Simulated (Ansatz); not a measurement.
# CoO (Fm-3m) in Ansatz: notebook, part 2 of 2

Ansatz 0.2.0. The steps go on from the part before.

**3. Single point, BLYP+D3(BJ), collinear spin, ferromagnetic start, 9.10 Å³/atom (volume scaled by 0.94)**

Input file input.yaml:

```yaml
crystal:
  lattice:
    - [0.0, 2.0879877907, 2.0879877907]
    - [2.0879877907, 0.0, 2.0879877907]
    - [2.0879877907, 2.0879877907, 0.0]
  atoms:
    - { symbol: Co, position: [0.0, 0.0, 0.0], spin: 2.0 }
    - { symbol: O, position: [0.5, 0.5, 0.5] }
hamiltonian:
  xc: blyp
  pseudopotentials: { kind: paw }
  dispersion: d3bj
magnetization:
  spin_polarized: true
kpoints:
  mp_grid: { grid: [11, 11, 11] }
scf:
  occupations: { method: fermi_dirac, width: 0.05 }
output:
  forces: true
  stress: true
  eigenvalues: true
```

Potentials or basis: Ansatz PAW.

On the command line:

```console
ansatz run input.yaml --threads 2 --pin off --max-ram 5120MiB --backend cpu --events-out ev --progress --plain --runs-dir out
```

What it wrote:

```text
Warning: RAYON_NUM_THREADS=2 ignored (pool sized by the plan → 2); use --threads N
Engine: ansatz 0.2.0, aarch64-unknown-linux-gnu
Pseudopotentials: kind: paw
Pseudopotential: Co, paw, valence charge 17, recommended cutoff 420 eV (normal), Co.paw.azcp
Pseudopotential: O, paw, valence charge 6, recommended cutoff 420 eV (normal), O.paw.azcp
Functional definition: BLYP
  parameter beta = 0.0042
  parameter a = 0.04918
  parameter b = 0.132
  parameter c = 0.2533
  parameter d = 0.349
  exchange = b88_x(beta = beta)
  correlation = lyp_c(a = a, b = b, c = c, d = d)
Crystal: 2 atoms, lattice volume = 18.206 Å³
Basis set: ecut = 420 eV, 339 PW (Γ), exchange–correlation on 40×40×40 points (8 copies of the dense FFT grid, shifted against one another)
[... 50 lines left out ...]
  E_hartree    = 1383.702296
  E_xc         = -227.507192
  E_vxc        = -291.467312  (∫ρ·V_xc dr)
  E_paw        = -1691.098097  (= ΣΔE_a)
  E_vpaw       = -530.704280  (= ΣTr[D̂ρ^β])
  E_aug_tail   = 0.002614  (compensation charges beyond the density's cutoff)
  E_ewald      = -2952.333685
  E_disp       = -1.010671  (pairwise vdW)
  E_core_change = 0.009845  (= ΣΔE_core)
  E_smearing   = -0.037679  (= −TS)
  E_closure    = 0.000000  (closes the sum)
  Σ components = -5703.309653   (vs F -5703.309653, Δ=0.00e0)
--- Forces (eV/Å), atoms counted from 1 ---
  atom   1  Co    -0.00000000    -0.00000000    -0.00000000
  atom   2  O      0.00000000    -0.00000000     0.00000000
  max |Σ_I F_I| component: 1.46e-29 eV/Å
--- Stress (GPa, compression-positive) ---
        5.076362       0.000000      -0.000000
       -0.000000       5.076362      -0.000000
       -0.000000       0.000000       5.076362
  P = ⅓ Tr σ = 5.0764 GPa (50.764 kbar)
--- Band table (eV; the first three rows and the last of 112) ---
  k-point 0 ↑: bands = ["-80.8442", "-44.2036", "-44.2036", "-44.2036", "-5.3154", "11.9373", "11.9373", "11.9373", "12.5156", "12.5156", "12.6030", "12.6030", "12.6030", "16.9834", "33.0695", "34.3206", "34.3206"]
  k-point 1 ↑: bands = ["-80.8438", "-44.2076", "-44.2041", "-44.2041", "-5.2219", "11.1764", "11.2816", "11.2816", "12.6553", "12.6553", "12.8698", "13.2216", "13.2216", "17.5263", "31.3834", "34.0084", "34.0084"]
  k-point 2 ↑: bands = ["-80.8428", "-44.2183", "-44.2055", "-44.2055", "-4.9607", "9.8699", "10.5024", "10.5024", "12.8273", "12.8273", "13.1380", "14.1093", "14.1093", "18.7003", "29.1368", "32.8521", "32.8521"]
  k-point 55 ↓: bands = ["-78.2774", "-41.7535", "-41.7509", "-41.7356", "-3.4896", "9.1511", "9.1959", "9.9728", "14.7351", "15.0122", "15.4712", "16.3876", "17.1016", "24.7311", "26.2629", "26.3377", "29.7312"]
```

Run time: 2.8 s. Hardware: 2 threads of Arm Neoverse V1, shared host; peak memory 0.31 GiB.

What came out:

```
Free energy            : -5703.3097 eV
Pressure               : 5.1 GPa
Band gap on the k mesh : none (metal or under the smearing width)
Net moment             : 2.37 μB per cell
Absolute moment        : 2.37 μB per cell
Site moments           : Co +2.07; O +0.19 μB
```

Caveat: the pressure holds a Pulay correction of +1.0 GPa for the finite cutoff; a cell with one magnetic atom can't hold antiferromagnetic order, which such compounds often take; semilocal functionals often make such compounds metallic where correlation or magnetic order opens a gap, which also shifts bond lengths; pairwise dispersion overbinds metals, which lowers pressure and volume; the PAW data sets come from PBE, with cores solved anew for the run's functional, which leaves a small shift of forces and pressure.

**4. Single point, BLYP+D3(BJ), collinear spin, ferromagnetic start, 9.30 Å³/atom (volume scaled by 0.96)**

input.yaml, as its differences from that of step 3:

```diff
@@ -2,5 +2,5 @@
   lattice:
-    - [0.0, 2.0879877907, 2.0879877907]
-    - [2.0879877907, 0.0, 2.0879877907]
-    - [2.0879877907, 2.0879877907, 0.0]
+    - [0.0, 2.1026924146, 2.1026924146]
+    - [2.1026924146, 0.0, 2.1026924146]
+    - [2.1026924146, 2.1026924146, 0.0]
   atoms:
@@ -22 +22,5 @@
   eigenvalues: true
+  write_density: true
+  write_potential: true
+  elf: true
+  volumetric_format: npy
```

On the command line:

```console
ansatz run input.yaml --threads 2 --pin off --max-ram 5120MiB --backend cpu --events-out ev --progress --plain --runs-dir out
```

Run time: 3.3 s. Hardware: 2 threads of Arm Neoverse V1, shared host; peak memory 0.31 GiB.

The run converged. Its results:

- Free energy: -5703.3181 eV
- Pressure: 2.4 GPa
- Band gap on the k mesh: none (metal or under the smearing width)
- Net moment: 2.56 μB per cell
- Absolute moment: 2.57 μB per cell
- Site moments: Co +2.21; O +0.23 μB

Caveat: the pressure holds a Pulay correction of +0.9 GPa for the finite cutoff; a cell with one magnetic atom can't hold antiferromagnetic order, which such compounds often take; semilocal functionals often make such compounds metallic where correlation or magnetic order opens a gap, which also shifts bond lengths; pairwise dispersion overbinds metals, which lowers pressure and volume; the PAW data sets come from PBE, with cores solved anew for the run's functional, which leaves a small shift of forces and pressure.

**5. Single point, BLYP+D3(BJ), collinear spin, ferromagnetic start, 9.49 Å³/atom (volume scaled by 0.98)**

input.yaml, as its differences from that of step 4:

```diff
@@ -2,5 +2,5 @@
   lattice:
-    - [0.0, 2.1026924146, 2.1026924146]
-    - [2.1026924146, 0.0, 2.1026924146]
-    - [2.1026924146, 2.1026924146, 0.0]
+    - [0.0, 2.1171941998, 2.1171941998]
+    - [2.1171941998, 0.0, 2.1171941998]
+    - [2.1171941998, 2.1171941998, 0.0]
   atoms:
@@ -22,5 +22 @@
   eigenvalues: true
-  write_density: true
-  write_potential: true
-  elf: true
-  volumetric_format: npy
```

On the command line:

```console
ansatz run input.yaml --threads 2 --pin off --max-ram 5120MiB --backend cpu --events-out ev --progress --plain --runs-dir out
```

Run time: 2.7 s. Hardware: 2 threads of Arm Neoverse V1, shared host; peak memory 0.32 GiB.

Results (log left out):

```
Free energy            : -5703.3238 eV
Pressure               : 12.2 GPa
Band gap on the k mesh : none (metal or under the smearing width)
Net moment             : 2.75 μB per cell
Absolute moment        : 2.76 μB per cell
Site moments           : Co +2.35; O +0.28 μB
```

Caveat: the pressure holds a Pulay correction of +0.9 GPa for the finite cutoff; a cell with one magnetic atom can't hold antiferromagnetic order, which such compounds often take; semilocal functionals often make such compounds metallic where correlation or magnetic order opens a gap, which also shifts bond lengths; pairwise dispersion overbinds metals, which lowers pressure and volume; the PAW data sets come from PBE, with cores solved anew for the run's functional, which leaves a small shift of forces and pressure.

**6. Single point, BLYP+D3(BJ), collinear spin, ferromagnetic start, 9.68 Å³/atom**

input.yaml, as its differences from that of step 5:

```diff
@@ -2,5 +2,5 @@
   lattice:
-    - [0.0, 2.1171941998, 2.1171941998]
-    - [2.1171941998, 0.0, 2.1171941998]
-    - [2.1171941998, 2.1171941998, 0.0]
+    - [0.0, 2.1315, 2.1315]
+    - [2.1315, 0.0, 2.1315]
+    - [2.1315, 2.1315, 0.0]
   atoms:
```

Potentials or basis: Ansatz PAW.

On the command line:

```console
ansatz run input.yaml --threads 2 --pin off --max-ram 5120MiB --backend cpu --events-out ev --progress --plain --runs-dir out
```

Run time: 3 s. Hardware: 2 threads of Arm Neoverse V1, shared host; peak memory 0.32 GiB.

Results (log left out):

| Property | Result |
| --- | --- |
| Free energy | -5703.4819 eV |
| Pressure | -4.1 GPa |
| Band gap on the k mesh | none (metal or under the smearing width) |
| Net moment | 2.82 μB per cell |
| Absolute moment | 2.83 μB per cell |
| Site moments | Co +2.41; O +0.30 μB |

Caveat: the pressure holds a Pulay correction of +0.9 GPa for the finite cutoff; a cell with one magnetic atom can't hold antiferromagnetic order, which such compounds often take; semilocal functionals often make such compounds metallic where correlation or magnetic order opens a gap, which also shifts bond lengths; pairwise dispersion overbinds metals, which lowers pressure and volume; the PAW data sets come from PBE, with cores solved anew for the run's functional, which leaves a small shift of forces and pressure.

**7. Single point, BLYP+D3(BJ), collinear spin, ferromagnetic start, 9.88 Å³/atom (volume scaled by 1.02)**

input.yaml, as its differences from that of step 6:

```diff
@@ -2,5 +2,5 @@
   lattice:
-    - [0.0, 2.1315, 2.1315]
-    - [2.1315, 0.0, 2.1315]
-    - [2.1315, 2.1315, 0.0]
+    - [0.0, 2.1456163054, 2.1456163054]
+    - [2.1456163054, 0.0, 2.1456163054]
+    - [2.1456163054, 2.1456163054, 0.0]
   atoms:
```

On the command line:

```console
ansatz run input.yaml --threads 2 --pin off --max-ram 5120MiB --backend cpu --events-out ev --progress --plain --runs-dir out
```

Run time: 8.8 s. Hardware: 2 threads of Arm Neoverse V1, shared host; peak memory 0.55 GiB.

Results (log left out):

```
Free energy            : -5703.4676 eV
Pressure               : -7.3 GPa
Band gap on the k mesh : none (metal or under the smearing width)
Net moment             : 2.87 μB per cell
Absolute moment        : 2.88 μB per cell
Site moments           : Co +2.45; O +0.31 μB
```

Caveat: the pressure holds a Pulay correction of +0.9 GPa for the finite cutoff; a cell with one magnetic atom can't hold antiferromagnetic order, which such compounds often take; semilocal functionals often make such compounds metallic where correlation or magnetic order opens a gap, which also shifts bond lengths; pairwise dispersion overbinds metals, which lowers pressure and volume; the PAW data sets come from PBE, with cores solved anew for the run's functional, which leaves a small shift of forces and pressure.

**8. Single point, BLYP+D3(BJ), collinear spin, ferromagnetic start, 10.07 Å³/atom (volume scaled by 1.04)**

input.yaml, as its differences from that of step 7:

```diff
@@ -2,5 +2,5 @@
   lattice:
-    - [0.0, 2.1456163054, 2.1456163054]
-    - [2.1456163054, 0.0, 2.1456163054]
-    - [2.1456163054, 2.1456163054, 0.0]
+    - [0.0, 2.1595492692, 2.1595492692]
+    - [2.1595492692, 0.0, 2.1595492692]
+    - [2.1595492692, 2.1595492692, 0.0]
   atoms:
```

On the command line:

```console
ansatz run input.yaml --threads 2 --pin off --max-ram 5120MiB --backend cpu --events-out ev --progress --plain --runs-dir out
```

Wall time 17 s (2 threads of Arm Neoverse V1, shared host); peak memory 0.55 GiB.

The run converged, but a check on its numbers failed (symmetry, net force, bounds or a known fault of this set-up), so they aren't taken as properties of the crystal.

Caveat: the result breaks the symmetry of the cell; the pressure holds a Pulay correction of +0.9 GPa for the finite cutoff; a cell with one magnetic atom can't hold antiferromagnetic order, which such compounds often take; semilocal functionals often make such compounds metallic where correlation or magnetic order opens a gap, which also shifts bond lengths; pairwise dispersion overbinds metals, which lowers pressure and volume; the PAW data sets come from PBE, with cores solved anew for the run's functional, which leaves a small shift of forces and pressure.

**9. Single point, BLYP+D3(BJ), collinear spin, ferromagnetic start, 10.27 Å³/atom (volume scaled by 1.06)**

input.yaml, as its differences from that of step 8:

```diff
@@ -2,5 +2,5 @@
   lattice:
-    - [0.0, 2.1595492692, 2.1595492692]
-    - [2.1595492692, 0.0, 2.1595492692]
-    - [2.1595492692, 2.1595492692, 0.0]
+    - [0.0, 2.173304731, 2.173304731]
+    - [2.173304731, 0.0, 2.173304731]
+    - [2.173304731, 2.173304731, 0.0]
   atoms:
```

Potentials or basis: Ansatz PAW.

On the command line:

```console
ansatz run input.yaml --threads 2 --pin off --max-ram 5120MiB --backend cpu --events-out ev --progress --plain --runs-dir out
```

Run time: 18 s. Hardware: 2 threads of Arm Neoverse V1, shared host; peak memory 0.55 GiB.

The run converged, but a check on its numbers failed (symmetry, net force, bounds or a known fault of this set-up), so they aren't taken as properties of the crystal.

Caveat: the result breaks the symmetry of the cell; the pressure holds a Pulay correction of +0.9 GPa for the finite cutoff; a cell with one magnetic atom can't hold antiferromagnetic order, which such compounds often take; semilocal functionals often make such compounds metallic where correlation or magnetic order opens a gap, which also shifts bond lengths; pairwise dispersion overbinds metals, which lowers pressure and volume; the PAW data sets come from PBE, with cores solved anew for the run's functional, which leaves a small shift of forces and pressure.

**10. Equation of state, BLYP+D3(BJ), collinear spin, ferromagnetic start**

This step only gathers the single runs of the series.

The run converged, but a check on its numbers failed (symmetry, net force, bounds or a known fault of this set-up), so they aren't taken as properties of the crystal.

Caveat: the potentials were made for another functional, which shifts forces and pressure; the fit is doubtful: noisy points or a state that changes with volume.
